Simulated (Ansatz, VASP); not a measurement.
HgTe in VASP and in Ansatz

```
CELL_PARAMETERS angstrom
0.00000 3.18000 3.18000
3.18000 0.00000 3.18000
3.18000 3.18000 0.00000
ATOMIC_POSITIONS crystal
Hg 0.00000 0.00000 0.00000
Te 0.50000 0.50000 0.50000
```

Measurements of this composition are mostly on another form, of space group No. 216.

Alike in both runs: functional PBEsol; k mesh 7 × 7 × 7; occupations fermi-dirac, width 0.05 eV; no spin polarisation.

|  | VASP | Ansatz |
| --- | --- | --- |
| version | VASP 6.6.1 | Ansatz 0.2.0 |
| potentials or method | VASP PAW PBE potentials, release 64 (Hg, Te) | Ansatz PAW |
| plane-wave cutoff (eV) | 520 | 420 |
| valence electrons in the cell | 18 | 36 |
| task | single point | band structure |

```csv
,VASP,Ansatz,Ansatz less VASP
gap on the k mesh at the Fermi level (eV),none,none,-
pressure (GPa),-6.4,-6.5,-0.08
```

A gap of «none» marks a metal or a gap that the smearing closes. With one functional, cell and mesh, what is left measures potentials, basis and numerics. The two sets of potentials don't hold the same shells in valence.

Caveats: the PAW data sets were made with another functional, which shifts forces and pressure a little (VASP); spin-orbit coupling is left out, which moves the levels of the heavy elements (Ansatz); the PAW data sets come from PBE, with cores solved anew for the run's functional, which leaves a small shift of forces and pressure (Ansatz). The runs have no spin-orbit coupling, so splittings on Hg, Te are missing.
